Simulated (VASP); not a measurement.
A run of VASP 6.6.1:

Contents of INCAR:

```
  ALGO = Normal
  EDIFF = 1E-6
  ENCUT = 520
  GGA = CA
  ISIF = 2
  ISMEAR = 1
  LASPH = T
  LCHARG = F
  LDAU = T
  LDAUJ = 0 0
  LDAUL = 2 -1
  LDAUPRINT = 1
  LDAUTYPE = 2
  LDAUU = 7 0
  LMAXMIX = 4
  LREAL = F
  LWAVE = F
  NBANDS = 15
  NELM = 150
  PREC = Accurate
  SIGMA = 0.1
```

The input KPOINTS:

```
k-points
0
Gamma
  10 10 8
```

Contents of POSCAR:

```
HfB2
1.0
    3.1113446225      0.0000000000      0.0000000000
   -1.5556723113      2.6945034830      0.0000000000
    0.0000000000      0.0000000000      3.5149350352
Hf B
1 2
Direct
    0.0000000000      0.0000000000      0.0000000000
    0.6666666667      0.3333333333      0.5000000000
    0.3333333333      0.6666666667      0.5000000000
```

Potentials or basis: VASP PAW LDA potentials, release 64 (Hf_pv, B).

Command:

```bash
$ cat potpaw_LDA.64/Hf_pv/POTCAR potpaw_LDA.64/B/POTCAR > POTCAR
$ mpirun -np 1 vasp_std > vasp.out
```

Hardware: 1 thread of AMD EPYC 9R45 96-Core Processor (Zen 5), on a shared host.

Q: How long does it take, and how much memory?

A: Wall time 15 s on 1 thread of AMD EPYC 9R45 96-Core Processor (Zen 5) (shared host), peak memory 0.12 GiB. Counts: scf iterations 13, k points 70.
